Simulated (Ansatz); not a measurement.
# TiO2: the cost of one run

Method: DFT PBEsol, scalar-relativistic, plane waves, PAW, in Ansatz 0.2.0.

## Step 1: The system as given

Symmetry: P4_2/mnm, No. 136, tetragonal system. Conventional cell: a = 4.600 Å, b = 4.600 Å, c = 2.959 Å, α = 90.00°, β = 90.00°, γ = 90.00°. Ti (site symmetry mmm) has 6 O at 1.95 to 1.98 Å as nearest neighbours. Around O (site symmetry m2m) lie 3 Ti at 1.95 to 1.98 Å.

As a file:

```xyz
6
Lattice="4.5998 0.0000 0.0000 0.0000 4.5998 0.0000 0.0000 0.0000 2.9592" Properties=species:S:1:pos:R:3 pbc="T T T"
Ti    2.2999    2.2999    0.0000
Ti    0.0000    0.0000    1.4796
O     3.2000    3.2000    1.4796
O     3.6997    0.9001    0.0000
O     0.9001    3.6997    0.0000
O     1.3998    1.3998    1.4796
```

Source of the structure: the Materials Project (structure only).

(A quick probe on a coarse mesh, which set the mesh and smearing, is not shown.)

## Step 3: The relaxation

input.yaml reads:

```yaml
crystal:
  lattice:
    - [4.59983732, 0.0, 0.0]
    - [0.0, 4.59983732, 0.0]
    - [0.0, 0.0, 2.95921356]
  atoms:
    - { symbol: Ti, position: [0.5, 0.5, 0.0] }
    - { symbol: Ti, position: [0.0, 0.0, 0.5] }
    - { symbol: O, position: [0.69567868, 0.69567868, 0.5] }
    - { symbol: O, position: [0.80432132, 0.19567868, 0.0] }
    - { symbol: O, position: [0.19567868, 0.80432132, 0.0] }
    - { symbol: O, position: [0.30432132, 0.30432132, 0.5] }
basis:
  ecutwfc: 420
kpoints:
  mp_grid: { grid: [6, 6, 10] }
hamiltonian:
  xc: pbesol
scf:
  occupations: { method: gaussian, width: 0.02 }
output:
  forces: true
  stress: true
  eigenvalues: true
  write_density: true
  write_potential: true
  elf: true
  volumetric_format: npy
relax:
  adjacent_minimum: "off"
  f_tol: 0.005
  max_steps: 80
  cell: { stress_tol: 0.05 }
```

Run with:

```sh
ansatz run input.yaml --threads 4 --pin off --max-ram 10240MiB --backend cpu --events-out ev --progress --plain --runs-dir out
```

What time and memory should one allow on 4 threads of Arm Neoverse V1, shared host?

About 14 s, with a peak of 0.43 GiB.
